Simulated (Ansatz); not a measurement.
CdSe in the wurtzite structure, relaxed with r2SCAN in Ansatz 0.2.0. Space group P6_3mc (No. 186), hexagonal; conventional cell a = 4.341 Å, c = 7.077 Å, 28.87 Å³ an atom. Cd is surrounded by 4 Se at 2.66 Å; Se is surrounded by 4 Cd at 2.66 Å.

The axes x, y and z are those of this cell:
```xyz
4
Lattice="4.3407 0.0000 0.0000 -2.1704 3.7592 0.0000 0.0000 0.0000 7.0766" Properties=species:S:1:pos:R:3 pbc="T T T"
Cd    0.0000    2.5061   -0.0034
Cd    2.1704    1.2531    3.5350
Se    0.0000    2.5061    2.6571
Se    2.1704    1.2531    6.1954
```

Unstrained: The PBE gap is direct at Γ: 0.612 eV. The r2SCAN gap is direct at Γ: 1.105 eV. HSE06 gives a direct gap of 1.544 eV at Γ. Meshes: PBE 12×12×4, r2SCAN 12×12×4, HSE06 6×6×4. Strains are changes of length per length. After each strain the atoms were relaxed again with r2SCAN within the symmetry that the strain leaves, so tilts or polar shifts that break it weren't tested; points keep the names that they have in the unstrained zone. No spin polarisation and no zero-point or thermal motion.

(1) Estimate what isotropic +4.0 % on every length does to the gap.

(2) Estimate what epitaxial +0.5 % in the xy plane, free normal strain -0.46 % does to the gap.

(3) Estimate what uniaxial -1.0 % along x, other directions held does to the gap.

(4) Apply isotropic -1.0 % on every length. How far does the gap move, against the unstrained cell?

(5) Order the strained cells by their HSE06 gap, smallest first.
A. epitaxial +0.5 % in the xy plane
B. isotropic -1.0 % on every length
C. isotropic +4.0 % on every length
D. uniaxial -1.0 % along x, other directions held

Results:

(1) PBE: the gap goes from 0.612 to 0.357 eV (-0.255 eV); with r2SCAN the top three valence levels at Γ, grouped 2+1 from the top over 42 meV, become 2+1 over 26 meV. r2SCAN: the gap goes from 1.105 to 0.825 eV (-0.280 eV). HSE06: the gap goes from 1.544 to 1.234 eV (-0.310 eV). The r2SCAN energy rises by 58.1 meV an atom.

(2) PBE: the gap goes from 0.612 to 0.615 eV (+0.003 eV); with r2SCAN the top three valence levels at Γ, grouped 2+1 from the top over 42 meV, become 2+1 over 5 meV. r2SCAN: the gap goes from 1.105 to 1.110 eV (+0.005 eV). HSE06: the gap goes from 1.544 to 1.547 eV (+0.003 eV). The r2SCAN energy rises by 0.4 meV an atom.

(3) PBE: the gap goes from 0.612 to 0.606 eV (-0.006 eV); with r2SCAN the top three valence levels at Γ, grouped 2+1 from the top over 42 meV, become 1+1+1 over 82 meV. r2SCAN: the gap goes from 1.105 to 1.100 eV (-0.005 eV). HSE06: the gap goes from 1.544 to 1.541 eV (-0.003 eV). The r2SCAN energy rises by 0.6 meV an atom.

(4) PBE: the gap goes from 0.612 to 0.678 eV (+0.066 eV). r2SCAN: the gap goes from 1.105 to 1.177 eV (+0.072 eV). HSE06: the gap goes from 1.544 to 1.622 eV (+0.078 eV). The r2SCAN energy rises by 4.3 meV an atom.

(5) C (1.23 eV), D (1.54 eV), A (1.55 eV), B (1.62 eV).

The runs are scalar-relativistic, without spin-orbit coupling.

The meshes of the hybrids are coarse, so their gaps aren't converged to the digits shown.

The splittings at Γ are without spin-orbit coupling, which regroups them where it is of like size or larger.
